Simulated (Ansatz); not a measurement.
**A vibration from a frozen displacement in PbSe**

Method: Ansatz 0.2.0, DFT PBE+D3(BJ), scalar-relativistic, plane waves, PAW. Settings: plane waves to 420 eV, k-mesh 10×10×10 (Γ-centred), Gaussian smearing 0.03 eV. Spin–orbit coupling is left out, which matters for the heavy elements here. No spin polarisation. Energies are free energies at this smearing, counted from the undisturbed cell; pressure is positive in compression.

Reference structure (as given, not relaxed at this level; it stands at 0.3 GPa):

```yaml
crystal:
  lattice:
    - [0.00000, 3.06215, 3.06215]
    - [3.06215, 0.00000, 3.06215]
    - [3.06215, 3.06215, 0.00000]
  atoms:
    - { symbol: Pb, position: [0.00000, 0.00000, 0.00000] }
    - { symbol: Se, position: [0.50000, 0.50000, 0.50000] }
```

Every Pb atom is moved by x along the Cartesian unit vector (0.000, 0.000, -1.000); the cell and all other atoms stay fixed. The cell's volume is 57.43 Å³; the moved atoms weigh 207.200 u together and the others 78.971 u. Some rows repeat others by symmetry and weren't run.

| x (Å) | ΔE (meV/cell) | total force on the moved atoms along the move (eV/Å) | pressure (GPa) |
| --- | --- | --- | --- |
| -0.3000 | 55.65 | 0.5440 | 1.6215 |
| -0.2625 | 37.89 | 0.4077 | 1.2799 |
| -0.2250 | 24.75 | 0.2973 | 0.9924 |
| -0.1500 | 8.77 | 0.1419 | 0.5668 |
| -0.0750 | 1.82 | 0.0521 | 0.3251 |
| 0.0000 | 0.00 | 0.0000 | 0.2505 |
| 0.0750 | 1.82 | -0.0521 | 0.3251 |
| 0.1500 | 8.77 | -0.1419 | 0.5668 |
| 0.2250 | 24.75 | -0.2973 | 0.9924 |
| 0.2625 | 37.89 | -0.4077 | 1.2799 |
| 0.3000 | 55.65 | -0.5440 | 1.6215 |

Task: What frequency belongs to this motion?

Result: The force constant is k = −dF/dx = 0.695 eV/Å², from the parabola through x = -0.0750, 0 and 0.0750. In every cell the moved atoms swing against the rest, so the mass is μ = m₁m₂/(m₁ + m₂) = 57.178 u, and ν̃ = 521.5 cm⁻¹ × √(|k|/μ) = 57 cm⁻¹. To first order in x, and within 1 %, the force on every atom lies along the move and, within each of the two groups, in proportion to the atom's mass, so this is itself a mode at the zone centre of this cell, taken without macroscopic field (the transverse frequency in a polar insulator).

Task: How far does the harmonic law reach?

Result: At x = -0.300 Å, kx²/2 = 31.26 meV against the computed 55.65 meV (+78.0 %): the well stiffens in this direction at large amplitude.